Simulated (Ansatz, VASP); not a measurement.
# One calculation of LiCl, two programs

```
Li Cl
1.0
     0.00000    2.55620    2.55620
     2.55620    0.00000    2.55620
     2.55620    2.55620    0.00000
Li Cl
1 1
Direct
  0.00000 0.00000 0.00000
  0.50000 0.50000 0.50000
```

Alike in both runs: functional r2SCAN; k mesh 8 × 8 × 8; occupations gaussian, width 0.02 eV; no spin polarisation.

Ansatz relaxed the structure, and its values are those at the end. VASP's run is a single point on that final structure, the one shown.

```csv
,VASP,Ansatz
version,VASP 6.6.1,Ansatz 0.2.0
potentials or method,"VASP PAW PBE potentials, release 64 (Li_sv, Cl)","scalar-relativistic, plane waves, PAW"
plane-wave cutoff (eV),520,500
valence electrons in the cell,10,10
```

Ansatz gave:

```
gap on the k mesh at the Fermi level (eV) : 7.29
least direct gap on the mesh (eV)         : 7.29
```

Estimate VASP's values.

gap on the k mesh at the Fermi level (eV): 7.36; least direct gap on the mesh (eV): 7.36.

Caveats: the PAW data sets were made with another functional, which shifts forces and pressure a little (VASP). r2SCAN opens gaps a little over a GGA but as a rule still falls short of measured ones. A k mesh can miss the band edges.
